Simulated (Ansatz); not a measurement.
# From barrier to diffusion: H in AlRu

Theory: DFT PBEsol, scalar-relativistic, plane waves, PAW in Ansatz. Settings: 420 eV cutoff, 4×4×4 k-mesh, shifted by half a step, Gaussian smearing of 0.10 eV, no spin polarisation.

Host crystal, relaxed:

```xyz
2
Lattice="2.9763 0.0000 0.0000 0.0000 2.9763 0.0000 0.0000 0.0000 2.9763" Properties=species:S:1:pos:R:3 pbc="T T T"
Al    0.0000    0.0000    0.0000
Ru    1.4882    1.4882    1.4882
```

In a supercell of 16 host sites, interstitial H hops to an equivalent place, moving 0.85 Å. Climbing-image nudged elastic band at fixed cell; the order of the saddle wasn't checked, and the small cell leaves errors of about a tenth of an eV. Both ends share most of their nearest neighbours, so the atom only shifts within one site or cage, and diffusion needs further steps that weren't computed. Zero-point motion and tunnelling, which matter for H, are left out.

| image | path (Å) | E − E(0) (eV) |
| --- | --- | --- |
| 0 | 0.00 | 0.000 |
| 1 | 0.14 | 0.015 |
| 2 | 0.28 | 0.042 |
| 3 | 0.43 | 0.055 |
| 4 | 0.57 | 0.042 |
| 5 | 0.71 | 0.015 |
| 6 | 0.85 | 0.000 |

**Question.** What are the barriers forward and back, and what attempt frequency does the shape suggest?

**Answer.** Forward 0.05 eV, back 0.05 eV, the ends being level. For a sinusoidal profile E_b sin²(πx/l), with the H atom alone moving, ν = (1/l)√(E_b/2m) = 1.9×10¹³ s⁻¹, within an order of magnitude of the customary 10¹³ s⁻¹; a true prefactor needs the vibrations at the minimum and at the saddle.

**Question.** With ν = 10¹³ s⁻¹, give the forward jump rate along this one path, the wait 1/k for that jump, the diffusivity D ≈ l²k and the distance √(Dt) covered in an hour at 300, 600 and 1000 K, taking the host as solid throughout.

**Answer.** k = ν exp(−E_b/k_BT):
```
T (K) k (1/s) wait (s) D (cm²/s)  √(Dt) in 1 h (nm)
  300  1.2×10¹²  8.3×10⁻¹³   8.7×10⁻⁵            5.6×10⁶
  600  3.5×10¹²  2.9×10⁻¹³   2.5×10⁻⁴            9.5×10⁶
 1000  5.3×10¹²  1.9×10⁻¹³   3.8×10⁻⁴            1.2×10⁷
```

D = l²k holds for six equivalent jumps in three dimensions (z l²k/6) and is a scale otherwise. Long-range transport needs a connected net of such jumps, and traps slow it. D is that of an interstitial already there. An error of 0.1 eV in the barrier changes k by a factor of 48 at 300 K and 3.2 at 1000 K.

Cost: 1 run of about 8.3 core-minutes, on Intel Xeon 6975P-C (Granite Rapids) (shared hosts).